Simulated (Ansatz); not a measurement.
# AlNi (Pm-3m) in Ansatz: settings compared

One crystal, AlNi, is run at these levels: BLYP, PBE, BLYP+D4; tasks: relaxation of cell and atoms, single point.

Program: Ansatz 0.2.0. These are calculated values, not measurements. Logs are shortened: lines on timing, memory, paths and dates and some standing lists are left out, and cuts for length are marked.

**1. Starting point**

Symmetry: Pm-3m, No. 221, cubic system. The conventional cell has a = 2.881 Å, b = 2.881 Å, c = 2.881 Å, α = 90.00°, β = 90.00°, γ = 90.00°. Around Ni (site symmetry m-3m) lie 8 Al at 2.50 Å. Al (site symmetry m-3m) has 8 Ni at 2.50 Å as nearest neighbours.

**2. Relaxation of cell and atoms, BLYP, collinear spin, ferromagnetic start**

input.yaml reads:

```yaml
crystal:
  lattice:
    - [2.881, 0.0, 0.0]
    - [0.0, 2.881, 0.0]
    - [0.0, 0.0, 2.881]
  atoms:
    - { symbol: Ni, position: [0.5, 0.5, 0.5], spin: 1.0 }
    - { symbol: Al, position: [0.0, 0.0, 0.0] }
hamiltonian:
  xc: blyp
  pseudopotentials: { kind: paw }
magnetization:
  spin_polarized: true
kpoints:
  mp_grid: { grid: [9, 9, 9] }
scf:
  occupations: { method: fermi_dirac, width: 0.05 }
output:
  forces: true
  stress: true
relax:
  f_tol: 0.01
  max_steps: 40
  cell: { stress_tol: 0.05 }
```

Potentials or basis: Ansatz PAW.

Launch:

```console
$ ansatz run input.yaml --threads 2 --pin off --max-ram 5632MiB --backend cpu --events-out ev --progress --plain --runs-dir out
```

What it wrote:

```text
Warning: RAYON_NUM_THREADS=2 ignored (pool sized by the plan → 2); use --threads N
Engine: ansatz 0.2.0, x86_64-unknown-linux-gnu
Pseudopotentials: kind: paw
Pseudopotential: Ni, paw, valence charge 18, recommended cutoff 420 eV (normal), Ni.paw.azcp
Pseudopotential: Al, paw, valence charge 3, recommended cutoff 420 eV (normal), Al.paw.azcp
Functional definition: BLYP
  parameter beta = 0.0042
  parameter a = 0.04918
  parameter b = 0.132
  parameter c = 0.2533
  parameter d = 0.349
  exchange = b88_x(beta = beta)
  correlation = lyp_c(a = a, b = b, c = c, d = d)
Crystal: 2 atoms, lattice volume = 23.913 Å³
Basis set: ecut = 420 eV, 461 PW (Γ), exchange–correlation on 40×40×40 points (8 copies of the dense FFT grid, shifted against one another)
Bands: 15, of which v1, the nominal top of the filled ones, is band 11 counted from 1 (10 counted from 0)
Symmetry: 48 space group operations
Space group: Pm-3m (ITA 221), of the structure as read, at distance tolerance 2.9e-5 Å
Magnetic group: BNS 221.92 (UNI 1594), of the structure as read, at distance tolerance 2.9e-5 Å
k-points: 35 of 729
Non-local potential: Ni, projectors of the file, l = 0: 3, l = 1: 2, l = 2: 3, l = 3: 1
Non-local potential: Al, projectors of the file, l = 0: 2, l = 1: 2, l = 2: 1
PAW form: soft (Blöchl's): semilocal exchange-correlation on the pseudo side does not see the compensation charge
PAW frozen core: Ni, regenerated for the run's functional, and the local potential with it (the file was generated under x = pbe(κ = 0.804, μ = 0.2195149727645171), c = pbe(β = 0.06672455060314922))
PAW frozen core: Al, regenerated for the run's functional, and the local potential with it (the file was generated under x = pbe(κ = 0.804, μ = 0.2195149727645171), c = pbe(β = 0.06672455060314922))
PAW one-centre angular grid: Ni, 590 points (default); XC on 64 Gauss nodes
PAW one-centre angular grid: Al, 110 points (default); XC on 64 Gauss nodes
Initial density: superposition of atomic densities (chi_scale 0.1, normalization cell)
Starting moments: Σ|m| = 1 μB on 1 of 2 sites
Initial wavefunctions: pseudopotential atomic-orbital guess
Functional: x = b88, c = lyp
iter 1 solved again at ethr=1.84e-3 eV; its pass at ethr=3.10e-3 eV (dr2=3.87e-1 eV) is discarded
SCF iter   1: F=—  HF=-6388.219318 eV  |F-HF|=—  |Δ(HF+E_count)|=         —  Δρ=4.55e-2 (↑4.55e-2 ↓2.48e-2)  dr2=3.87e-1  dr2_m=1.51e-1  M=0.578 μB ∫|m|=0.734 μB  β_m=0.30  ethr=1.84e-3  ⟨swp⟩=1.0  Hψ=6363  notcnv=0
Mixer restart at iter 1: flushing history
preconditioner: auto → none  [metal: Δε(μ)=0.023 eV  Ē_g=9.296 eV  σ=0.050 eV  W_gap=0.11  n_scr=6 (ndim 8)  ℏωp=27.4 eV  f_vac=0.000  D(μ)=1.88/eV (n_scr^D=18)  sad-step TF]
SCF iter   2: F=—  HF=-6388.334032 eV  |F-HF|=—  |Δ(HF+E_count)|=   1.15e-1  Δρ=5.23e-2 (↑1.68e-2 ↓5.23e-2)  dr2=4.47e-1  dr2_m=2.23e-1  M=0.439 μB ∫|m|=0.592 μB  β_m=0.35  ethr=1.84e-3  ⟨swp⟩=2.1  Hψ=1661  notcnv=0
SCF iter   3: F=—  HF=-6389.197998 eV  |F-HF|=—  |Δ(HF+E_count)|=   8.64e-1  Δρ=3.26e-2 (↑3.26e-2 ↓2.32e-2)  dr2=5.85e-2  dr2_m=1.59e-1  M=0.399 μB ∫|m|=0.529 μB  β_m=0.23  ethr=1.84e-3  ⟨swp⟩=2.4  Hψ=2210  notcnv=0  defer=12
SCF iter   4: F=—  HF=-6389.775231 eV  |F-HF|=—  |Δ(HF+E_count)|=         —  Δρ=5.62e-2 (↑4.53e-2 ↓5.62e-2)  dr2=4.59e-2  dr2_m=5.61e-1  M=0.081 μB ∫|m|=0.135 μB  β_m=0.48  ethr=2.78e-4  ⟨swp⟩=2.3  Hψ=1847  notcnv=0  defer=15
Mixer restart at iter 4: flushing history
SCF iter   5: F=—  HF=-6389.942204 eV  |F-HF|=—  |Δ(HF+E_count)|=   1.67e-1  Δρ=3.23e-2 (↑3.08e-2 ↓3.23e-2)  dr2=5.12e-3  dr2_m=2.17e-1  M=0.050 μB ∫|m|=0.085 μB  β_m=0.74  ethr=2.19e-4  ⟨swp⟩=2.7  Hψ=1874  notcnv=0  defer=16
SCF iter   6: F=—  HF=-6390.111288 eV  |F-HF|=—  |Δ(HF+E_count)|=   1.69e-1  Δρ=2.65e-2 (↑2.40e-2 ↓2.65e-2)  dr2=3.94e-1  dr2_m=3.63e-4  M=0.003 μB ∫|m|=0.008 μB  β_m=0.46  ethr=2.44e-5  ⟨swp⟩=2.0  Hψ=2494  notcnv=0  defer=21
SCF iter   7: F=—  HF=-6390.037152 eV  |F-HF|=—  |Δ(HF+E_count)|=   7.41e-2  Δρ=1.13e-3 (↑7.72e-4 ↓1.13e-3)  dr2=4.44e-4  dr2_m=9.33e-5  M=0.002 μB ∫|m|=0.007 μB  β_m=0.65  ethr=2.44e-5  ⟨swp⟩=3.1  Hψ=2476  notcnv=0  defer=21
SCF iter   8: F=—  HF=-6390.036852 eV  |F-HF|=—  |Δ(HF+E_count)|=   3.00e-4  Δρ=7.21e-4 (↑1.92e-4 ↓7.21e-4)  dr2=6.97e-5  dr2_m=3.81e-5  M=0.001 μB ∫|m|=0.003 μB  β_m=0.83  ethr=2.11e-6  ⟨swp⟩=2.0  Hψ=1937  notcnv=0  defer=21
SCF iter   9: F=—  HF=-6390.036849 eV  |F-HF|=—  |Δ(HF+E_count)|=   2.58e-6  Δρ=2.64e-4 (↑2.64e-4 ↓1.89e-4)  dr2=3.26e-5  dr2_m=4.75e-7  M=0.000 μB ∫|m|=0.000 μB  β_m=0.91  ethr=3.32e-7  ⟨swp⟩=2.4  Hψ=1614  notcnv=0  defer=21
SCF iter  10: F=—  HF=-6390.036849 eV  |F-HF|=—  |Δ(HF+E_count)|=   8.26e-7  Δρ=8.16e-5 (↑8.16e-5 ↓6.32e-5)  dr2=2.84e-6  dr2_m=2.35e-8  M=0.000 μB ∫|m|=0.000 μB  β_m=0.83  ethr=1.55e-7  ⟨swp⟩=1.8  Hψ=1254  notcnv=0  defer=21
[... 57 lines left out ...]
SCF iter   4: F=—  HF=-6390.057149 eV  |F-HF|=—  |Δ(HF+E_count)|=   2.22e-4  Δρ=3.90e-5 (↑3.90e-5 ↓3.90e-5)  dr2=7.50e-8  dr2_m=7.26e-14  M=0.000 μB ∫|m|=0.000 μB  β_m=0.69  ethr=6.06e-9  ⟨swp⟩=1.0  Hψ=1050  notcnv=0
SCF iter   5: F=—  HF=-6390.057168 eV  |F-HF|=—  |Δ(HF+E_count)|=   1.86e-5  Δρ=1.06e-5 (↑1.06e-5 ↓1.06e-5)  dr2=3.34e-8  dr2_m=1.67e-14  M=0.000 μB ∫|m|=0.000 μB  β_m=0.81  ethr=3.57e-10  ⟨swp⟩=2.0  Hψ=1502  notcnv=0
SCF iter   6: F=—  HF=-6390.057169 eV  |F-HF|=—  |Δ(HF+E_count)|=   1.12e-6  Δρ=3.28e-6 (↑3.28e-6 ↓3.28e-6)  dr2=7.73e-9  dr2_m=8.52e-17  M=0.000 μB ∫|m|=0.000 μB  β_m=0.90  ethr=1.59e-10  ⟨swp⟩=2.6  Hψ=1708  notcnv=0
SCF iter   7: F=—  HF=-6390.057169 eV  |F-HF|=—  |Δ(HF+E_count)|=   2.65e-8  Δρ=2.05e-7 (↑2.05e-7 ↓2.03e-7)  dr2=3.43e-11  dr2_m=2.02e-16  M=-0.000 μB ∫|m|=0.000 μB  β_m=0.90  ethr=3.68e-11  ⟨swp⟩=2.6  Hψ=1764  notcnv=0
SCF iter   8: F=—  HF=-6390.057191 eV  |F-HF|=—  |Δ(HF+E_count)|=   2.28e-5  Δρ=4.25e-7 (↑4.25e-7 ↓4.25e-7)  dr2=9.21e-11  dr2_m=5.23e-17  M=-0.000 μB ∫|m|=0.000 μB  β_m=0.90  ethr=1.00e-12  ⟨swp⟩=3.2  Hψ=1782  notcnv=0
SCF iter   9: F=—  HF=-6390.057191 eV  |F-HF|=—  |Δ(HF+E_count)|=  4.55e-12  Δρ=4.44e-7 (↑4.43e-7 ↓4.44e-7)  dr2=9.34e-11  dr2_m=2.39e-17  M=-0.000 μB ∫|m|=0.000 μB  β_m=0.81  ethr=1.00e-12  ⟨swp⟩=1.0  Hψ=1050  notcnv=0
SCF iter  10: F=—  HF=-6390.057191 eV  |F-HF|=—  |Δ(HF+E_count)|=  3.64e-12  Δρ=4.48e-7 (↑4.47e-7 ↓4.48e-7)  dr2=9.49e-11  dr2_m=3.72e-17  M=-0.000 μB ∫|m|=0.000 μB  β_m=0.69  ethr=1.00e-12  ⟨swp⟩=1.0  Hψ=1050  notcnv=0
SCF iter  11: F=—  HF=-6390.057191 eV  |F-HF|=—  |Δ(HF+E_count)|=  8.91e-11  Δρ=3.77e-7 (↑3.77e-7 ↓3.77e-7)  dr2=8.23e-11  dr2_m=5.01e-18  M=-0.000 μB ∫|m|=0.000 μB  β_m=0.84  ethr=1.00e-12  ⟨swp⟩=1.0  Hψ=1050  notcnv=0
SCF iter  12: F=—  HF=-6390.057191 eV  |F-HF|=—  |Δ(HF+E_count)|=  1.50e-10  Δρ=2.49e-7 (↑2.49e-7 ↓2.49e-7)  dr2=3.10e-11  dr2_m=7.34e-19  M=0.000 μB ∫|m|=0.000 μB  β_m=0.92  ethr=1.00e-12  ⟨swp⟩=2.0  Hψ=1134  notcnv=0
SCF iter  13: F=—  HF=-6390.057191 eV  |F-HF|=—  |Δ(HF+E_count)|=  1.55e-11  Δρ=2.31e-7 (↑2.31e-7 ↓2.31e-7)  dr2=2.55e-11  dr2_m=2.14e-18  M=-0.000 μB ∫|m|=0.000 μB  β_m=0.96  ethr=1.00e-12  ⟨swp⟩=4.0  Hψ=3210  notcnv=0
SCF iter  14: F=-6390.057191 eV  HF=-6390.057191 eV  |F-HF|=4.55e-12  |Δ(HF+E_count)|=  7.73e-11  Δρ=5.98e-8 (↑5.98e-8 ↓5.98e-8)  dr2=1.86e-12  dr2_m=3.55e-20  M=0.000 μB ∫|m|=0.000 μB  ethr=1.00e-12  ⟨swp⟩=3.2  Hψ=3914  notcnv=0
the starting moments were not kept: the SCF closed with an absolute magnetisation of 1.4e-10 μB, where they sum to 1 μB in size (1 site). That is at most 0.1 of that sum. Measured as dr2_m measures the in/out step, that magnetisation stands 3.7e-20 eV from none, at or under the dr2_threshold of 2.0e-11 eV: it is no larger than a step whose dr2_m would equal this threshold.
SCF 5 converged in 14 iterations: F = -6390.057191 eV  dr2 = 1.86e-12
relax step   5: F+E_penalty+E_count = -6390.05719143 eV  Δ(F+E_penalty+E_count) = -6.363e-4 eV  max|allowed force component| = 6.311e-30 eV/Å  Δτ_max = 0.0000 Å  P = +0.048 GPa  Ω = 24.931 Å³  stress off target by 4.83e-2 GPa  SCF on the basis re-selected at this cell (its energy is not comparable with the rows above)  (14 SCF iters)
basis re-selected at this cell: Δ(F+E_penalty+E_count) = -6.363e-4 eV, ΔP = +0.043 GPa vs the last step (what re-selecting the basis moved, of the pressure what is left beyond the Pulay correction that the steps carried, after the strain that the cell walked since its last selection, with what the two solves' SCF thresholds leave and, on support functions, any second-order correction that the steps lacked; it is no measure of the basis error at this ecutwfc). This SCF's stress stands 4.83e-2 GPa from its target on what of the cell is left free (relax.cell.stress_tol is 5.00e-2 GPa) and its largest allowed force component is 6.31e-30 eV/Å (relax.f_tol is 1.00e-2 eV/Å): within both
SCF converged after 14 iterations
Magnetization: 0.0000 μB (10.5000 up, 10.5000 down)
Absolute magnetization: 0.0000 μB (∫|ρ↑−ρ↓|, with the PAW one-centre terms)
Spin contamination: 0.0000 ħ² per cell (⟨S²⟩ above its minimum at these occupations)
Per-site moments (μB) at R_I (Å): [(9.882157379031528e-11, 1.0436002048543829), (9.345560344662161e-12, 1.0436002048543829)]
Free energy (F): -6390.057191 eV
Harris-Foulkes:  -6390.057191 eV  (|F-HF|=4.55e-12)
Internal energy: -6390.049907 eV  (E = F + TS)
E sigma→0 (E₀):  -6390.053549 eV
Entropy (-TS):   -0.007285 eV (-3.642 meV/atom)
Fermi energy:    13.742461 eV
--- Per-component energies (eV) ---
  E_band       = -337.784310
  E_kinetic    = 310.640710
  E_local      = -4505.667384  (includes V_loc(G=0)·N_el)
  E_nonlocal   = 643.555640
  E_hartree    = 1942.170018
  E_xc         = -122.815723
  E_vxc        = -136.111716  (∫ρ·V_xc dr)
  E_paw        = -2115.913901  (= ΣΔE_a)
  E_vpaw       = -534.542019  (= ΣTr[D̂ρ^β])
  E_aug_tail   = 0.000452  (compensation charges beyond the density's cutoff)
  E_ewald      = -2542.035623
  E_core_change = 0.015904  (= ΣΔE_core)
  E_smearing   = -0.007285  (= −TS)
  E_closure    = -0.000000  (closes the sum)
  Σ components = -6390.057191   (vs F -6390.057191, Δ=0.00e0)
--- Forces (eV/Å), atoms counted from 1 ---
  atom   1  Ni    -0.00000000     0.00000000    -0.00000000
  atom   2  Al     0.00000000     0.00000000     0.00000000
  max |Σ_I F_I| component: 1.26e-29 eV/Å
--- Stress (GPa, compression-positive) ---
        0.048264       0.000000      -0.000000
        0.000000       0.048264      -0.000000
       -0.000000      -0.000000       0.048264
  P = ⅓ Tr σ = 0.0483 GPa (0.483 kbar)
--- Relaxed structure (4 steps of the walk, 4 accepted, 1 SCFs on fresh bases) ---
  F+E_penalty+E_count = -6390.05719143 eV   max|allowed force component| = 6.311e-30 eV/Å   (the final SCF, on the basis selected at the relaxed cell)
  cell:  # Å, volume = 24.9309 Å³
    - [2.92132295369225, 1.2839532962581574e-34, 2.5679065925163143e-34]
    - [4.2764235361475126e-50, 2.92132295369225, 0.0]
    - [3.8518598887744713e-34, 0.0, 2.92132295369225]
  atoms:
    - { symbol: Ni, position: [0.5, 0.5, 0.5] }
    - { symbol: Al, position: [1.7826494915079927e-34, 1.1141559321933503e-35, 1.1141559321922104e-35] }
```

It took 12 s on 2 threads of Intel Xeon at 2.50GHz (Skylake/Cascade Lake), shared host; peak memory 0.34 GiB.

What came out:

* Free energy: -6390.0572 eV
* Relaxed volume: 12.47 Å³/atom
* Relaxed cell: a = 2.921 Å, b = 2.921 Å, c = 2.921 Å, α = 90.00°, β = 90.00°, γ = 90.00°
* Space group after relaxing (to 0.05 Å): Pm-3m (No. 221)
* Energy gained by relaxing: 10.2 meV/atom
* Ionic steps: 5
* Pressure after relaxing: 0.0 GPa
* Net moment: 0.00 μB per cell
* Absolute moment: 0.00 μB per cell

The path:
```
step  energy change (eV)  largest force (eV/Å)  volume (Å³)
   1              0.0000                0.0000        23.91
   2             -0.0164                0.0000        24.50
   3             -0.0197                0.0000        24.90
   4             -0.0197                0.0000        24.93
   5             -0.0203                0.0000        24.93
```

Final structure:
```
CELL_PARAMETERS angstrom
2.92132 0.00000 0.00000
0.00000 2.92132 0.00000
0.00000 0.00000 2.92132
ATOMIC_POSITIONS crystal
Ni 0.50000 0.50000 0.50000
Al 0.00000 0.00000 0.00000
```

Caveat: the plane-wave basis is chosen anew once the cell has moved, so the energies of steps on either side of that aren't comparable; the PAW data sets come from PBE, with cores solved anew for the run's functional, which leaves a small shift of forces and pressure; the starting moments weren't kept.

**3. Single point, PBE, collinear spin, ferromagnetic start**

input.yaml, as its differences from that of step 2:

```diff
@@ -9,3 +9,3 @@
 hamiltonian:
-  xc: blyp
+  xc: pbe
   pseudopotentials: { kind: paw }
@@ -16,3 +16,3 @@
 scf:
-  occupations: { method: fermi_dirac, width: 0.05 }
+  occupations: { method: gaussian, width: 0.012 }
 output:
@@ -20,5 +20,2 @@
   stress: true
-relax:
-  f_tol: 0.01
-  max_steps: 40
-  cell: { stress_tol: 0.05 }
+  eigenvalues: true
```

Potentials or basis: Ansatz PAW.

Launch:

```console
$ ansatz run input.yaml --threads 2 --pin off --max-ram 5632MiB --backend cpu --events-out ev --progress --plain --runs-dir out
```

Wall time 3.3 s (2 threads of Intel Xeon at 2.50GHz (Skylake/Cascade Lake), shared host); peak memory 0.33 GiB.

The run converged. Its results:

```yaml
Free_energy: -6378.5255 eV
Pressure: 1.9 GPa
Band_gap_on_the_k_mesh: none (metal or under the smearing width)
Net_moment: 0.00 μB per cell
Absolute_moment: 0.00 μB per cell
```

Levels at points of the mesh, in eV from the Fermi level:
Spin up:
| k point | band 6 | band 7 | band 8 | band 9 | band 10 | band 11 | band 12 | band 13 | band 14 | band 15 |
| --- | --- | --- | --- | --- | --- | --- | --- | --- | --- | --- |
| (0.00, 0.00, 0.00) | -3.28 | -3.28 | -1.58 | -1.58 | -1.58 | 5.45 | 5.45 | 5.45 | 8.05 | 8.05 |
Spin down:
```csv
k point,band 8,band 9,band 10,band 11,band 12,band 13
"(0.00, 0.00, 0.00)",-1.58,-1.58,-1.58,5.45,5.45,5.45
```

Caveat: the starting moments weren't kept.

**4. Relaxation of cell and atoms, BLYP+D4, collinear spin, ferromagnetic start**

input.yaml, as its differences from that of step 3:

```diff
@@ -9,4 +9,5 @@
 hamiltonian:
-  xc: pbe
+  xc: blyp
   pseudopotentials: { kind: paw }
+  dispersion: d4
 magnetization:
@@ -16,3 +17,3 @@
 scf:
-  occupations: { method: gaussian, width: 0.012 }
+  occupations: { method: fermi_dirac, width: 0.05 }
 output:
@@ -20,2 +21,5 @@
   stress: true
-  eigenvalues: true
+relax:
+  f_tol: 0.01
+  max_steps: 40
+  cell: { stress_tol: 0.05 }
```

Launch:

```console
$ ansatz run input.yaml --threads 2 --pin off --max-ram 5632MiB --backend cpu --events-out ev --progress --plain --runs-dir out
```

Wall time 13 s (2 threads of Intel Xeon at 2.50GHz (Skylake/Cascade Lake), shared host); peak memory 0.34 GiB.

The run converged. Its results:

| Item | Value |
| --- | --- |
| Free energy | -6391.7474 eV |
| Relaxed volume | 11.61 Å³/atom |
| Relaxed cell | a = 2.853 Å, b = 2.853 Å, c = 2.853 Å, α = 90.00°, β = 90.00°, γ = 90.00° |
| Space group after relaxing (to 0.05 Å) | Pm-3m (No. 221) |
| Energy gained by relaxing | 5.1 meV/atom |
| Ionic steps | 5 |
| Pressure after relaxing | 0.0 GPa |
| Net moment | 0.00 μB per cell |
| Absolute moment | 0.00 μB per cell |

The path:
```csv
step,energy change (eV),largest force (eV/Å),volume (Å³)
1,0.0000,0.0000,23.91
2,-0.0086,0.0000,23.51
3,-0.0106,0.0000,23.21
4,-0.0106,0.0000,23.23
5,-0.0103,0.0000,23.23
```

Final structure:
```yaml
crystal:
  lattice:
    - [2.85312, 0.00000, 0.00000]
    - [0.00000, 2.85312, 0.00000]
    - [0.00000, 0.00000, 2.85312]
  atoms:
    - { symbol: Ni, position: [0.50000, 0.50000, 0.50000] }
    - { symbol: Al, position: [0.00000, 0.00000, 0.00000] }
```

Caveat: the plane-wave basis is chosen anew once the cell has moved, so the energies of steps on either side of that aren't comparable; the PAW data sets come from PBE, with cores solved anew for the run's functional, which leaves a small shift of forces and pressure; the starting moments weren't kept.

**5. Overview**

```tsv
task	level	cell	smearing	pressure (GPa)	moment (μB)	relaxed volume (Å³/atom)
relaxation of cell and atoms	BLYP	relaxed	fermi-dirac 0.05 eV	0.0	0.00	12.47
single point	PBE	as given	gaussian 0.012 eV	1.9	0.00	-
relaxation of cell and atoms	BLYP+D4	relaxed	fermi-dirac 0.05 eV	0.0	0.00	11.61
```

Alike in all rows: potentials or basis Ansatz PAW; spin collinear, ferromagnetic start; k mesh 9 × 9 × 9; cutoff (eV) 420.

Caveats: the starting moments weren't kept; the plane-wave basis is chosen anew once the cell has moved, so the energies of steps on either side of that aren't comparable (some runs); the PAW data sets come from PBE, with cores solved anew for the run's functional, which leaves a small shift of forces and pressure (some runs).

Total energies depend on the potentials used, so only differences within one code and one set of settings carry meaning.
